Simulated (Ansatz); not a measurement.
# Varying the input for TePb

All trials start from this Ansatz input:

```yaml
crystal:
  lattice:
    - [0.0, 3.2708968051, 3.2708968051]
    - [3.2708968051, 0.0, 3.2708968051]
    - [3.2708968051, 3.2708968051, 0.0]
  atoms:
    - { symbol: Te, position: [0.0, 0.0, 0.0] }
    - { symbol: Pb, position: [0.5, 0.5, 0.5] }
basis:
  ecutwfc: 420
kpoints:
  mp_grid: { grid: [4, 4, 4] }
hamiltonian:
  xc: pbe
scf:
  occupations: { method: gaussian, width: 0.1 }
output:
  forces: true
  stress: true
  eigenvalues: true
```

Command:

```bash
ansatz run input.yaml --threads 1 --pin off --max-ram 1331MiB --backend cpu --events-out ev --progress --plain --runs-dir out
```

The run converges in 6 SCF iterations on 8 irreducible k-points: pressure 0.50 GPa, gap on the sampled k-points 0.80 eV.

The inputs are trials, many of them unsound on purpose. Their numbers show the effect of the settings and aren't properties of the material. Each trial's input is given as a difference from the reference's; energies are extrapolated to zero smearing where there is one, and pressure is positive in compression. Charged cells sit in a uniform background, and their pressures hang on that convention.

Trial 1:

```diff
+total_charge: 0.25
 scf:
+  mixing: { algorithm: broyden, ndim: 4, preconditioner: kerker }
+  max_iter: 66
```

The run converges in 10 SCF iterations on 8 irreducible k-points: pressure -0.18 GPa (with the neutralising background of the charged cell), no gap.

Trial 2 (atoms moved):

```diff
 crystal:
   atoms:
-    - { symbol: Te, position: [0.0, 0.0, 0.0] }
-    - { symbol: Pb, position: [0.5, 0.5, 0.5] }
+    - { symbol: Te, position: [0.0055789271, -0.006376182, -0.0218658808] }
+    - { symbol: Pb, position: [0.504515203, 0.492563192, 0.5004183319] }
 basis:
-  ecutwfc: 420
+  ecutwfc: 330
+  ecutrho_ratio: 2
+  xc_grid: 2
 kpoints:
-  mp_grid: { grid: [4, 4, 4] }
+  mp_grid: { grid: [2, 2, 2] }
+  band_path: { path: [[0, 0, 0], [0.5, 0, 0], [0.5, 0.5, 0.5]], npoints: 4 }
 hamiltonian:
-  xc: pbe
+  xc: r2scan
 scf:
+  max_iter: 73
```

The run converges in 7 SCF iterations on 6 irreducible k-points: pressure 8.13 GPa, largest force 0.805 eV/Å, gap on the sampled k-points 1.02 eV. It warns that the cutoff lies under the recommended one, 500 eV for these potentials.

Trial 3:

```diff
 kpoints:
-  mp_grid: { grid: [4, 4, 4] }
+  mp_grid: { grid: [1, 1, 1] }
 scf:
-  occupations: { method: gaussian, width: 0.1 }
+  occupations: { method: tetrahedron_uncorrected }
```

The run converges in 8 SCF iterations on 1 irreducible k-point: energy 2.60 eV per atom above the reference, pressure 21.90 GPa, gap on the sampled k-points 4.94 eV. It warns that the tetrahedra were set aside for another filling of the bands.

Trial 4 (strained):

```diff
 crystal:
   lattice:
-    - [0.0, 3.2708968051, 3.2708968051]
-    - [3.2708968051, 0.0, 3.2708968051]
-    - [3.2708968051, 3.2708968051, 0.0]
+    - [-0.1034815691, 3.3575769378, 3.4848427811]
+    - [3.1648373228, 0.0371724645, 3.3441887475]
+    - [3.2545429832, 3.3066285645, -0.0525331958]
 basis:
-  ecutwfc: 420
+  ecutwfc: "35 Ry"
+  precision: f64
 kpoints:
-  mp_grid: { grid: [4, 4, 4] }
+  mp_grid: { grid: [1, 5, 1] }
 scf:
+  mixing: { algorithm: msr1, q_tf: 1.8 }
+  initial_density: { chi_scale: 0, normalization: atom }
+  max_iter: 20
```

The run converges in 8 SCF iterations on 3 irreducible k-points: energy 2.55 eV per atom above the reference, pressure 14.78 GPa, gap on the sampled k-points 0.82 eV.

Trial 5:

```diff
 hamiltonian:
-  xc: pbe
+  xc: pbesol
+magnetization:
+  spin_polarized: true
+  initial_magnetization: 2.0
```

The run converges in 13 SCF iterations on 8 irreducible k-points: pressure -1.86 GPa, gap on the sampled k-points 0.74 eV, cell moment 0.00 μB. It warns that the starting moments were lost.

Trial 6:

```diff
 scf:
-  occupations: { method: gaussian, width: 0.1 }
+  occupations: { method: fermi_dirac, width: 0.043 }
+  mixing: { algorithm: msr1, ndim: 6, preconditioner: kerker }
+  max_iter: 65
```

The run converges in 6 SCF iterations on 8 irreducible k-points: the reference's energy to 0.01 meV per atom, pressure 0.50 GPa, gap on the sampled k-points 0.80 eV.